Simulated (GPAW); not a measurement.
Computed results, one entry a study.

```cif
data_licl
_symmetry_space_group_name_H-M 'Fm-3m'
_symmetry_Int_Tables_number 225
_cell_length_a 5.1430
_cell_length_b 5.1430
_cell_length_c 5.1430
_cell_angle_alpha 90.000
_cell_angle_beta 90.000
_cell_angle_gamma 90.000
_cell_volume 136.03
loop_
_atom_site_label
_atom_site_type_symbol
_atom_site_symmetry_multiplicity
_atom_site_Wyckoff_symbol
_atom_site_fract_x
_atom_site_fract_y
_atom_site_fract_z
_atom_site_occupancy
Li1 Li 4 a 0.00000 0.00000 0.00000 1
Cl1 Cl 4 b 0.50000 0.00000 0.00000 1
_calc_subject 'How the form of the self-energy moves the gap of LiCl (Fm-3m)'
_calc_method 'DFT, LDA, plane waves, PAW (and 3 further levels or steps)'
_calc_program 'GPAW 26.7.0'
_calc_settings_of_one_run 'cutoff 600 eV, GPAW PAW setups 1.2.1 data release, 6×6×6 k-mesh, nbands 515'
_calc_cost '5 runs, 20 min in all on 4 MPI ranks of Intel Xeon Platinum 8259CL at 2.50GHz (Skylake/Cascade Lake), shared host (the runs of this entry)'
_calc_notes 'The cell and positions come from the Crystallography Open Database and are kept as given unless a step says otherwise. Bands and cutoff are finite, so the gap is not at the basis limit. The miss can reach some tenths of an eV and take either sign; the mesh is an error of its own.'
_calc_g0w0_godby_needs_plasmon_pole '8.715 eV'
_calc_one_shot_hse06 '7.593 eV'
_calc_one_shot_hartree_fock '14.767 eV'
_calc_g0w0_full_frequency_hilbert_transform '8.772 eV'
_calc_known_limits 'not at the basis limit'
```

[Paths, hosts, dates, memory and timing lines, banners, echoed tables and standing remarks are left out of the program output.]

[Logs are printed without paths, hosts, clocks, repeated set-up lines and the standing remarks that a program may print on its own settings, such as how far it seeks lower states.]

[Runs of the session that timed out or met a known fault of the program may be left out.]

[Hosts, paths, dates, database ids (printed as entryN), source tags and the programs' standing remarks are cut or masked in the printed files.]
